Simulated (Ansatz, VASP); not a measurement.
**BiTe in VASP and in Ansatz**

```
CELL_PARAMETERS angstrom
0.00000 3.15201 3.15201
3.15201 0.00000 3.15201
3.15201 3.15201 0.00000
ATOMIC_POSITIONS crystal
Bi 0.00000 0.00000 0.00000
Te 0.50000 0.50000 0.50000
```

Alike in both runs: task single point; functional PBE; k mesh 6 × 6 × 6; no spin polarisation.

|  | VASP | Ansatz |
| --- | --- | --- |
| version | VASP 6.6.1 | Ansatz 0.2.0 |
| potentials or method | VASP PAW PBE potentials, release 64 (Bi_d, Te) | plane waves, PAW |
| plane-wave cutoff (eV) | 520 | 463 |
| occupations | fermi-dirac, width 0.1 eV | fermi-dirac |
| valence electrons in the cell | 21 | 31 |

```tsv
	VASP	Ansatz	Ansatz less VASP
pressure (GPa)	5.5	5.5	+0.04
```

The two sets of potentials don't hold the same shells in valence.
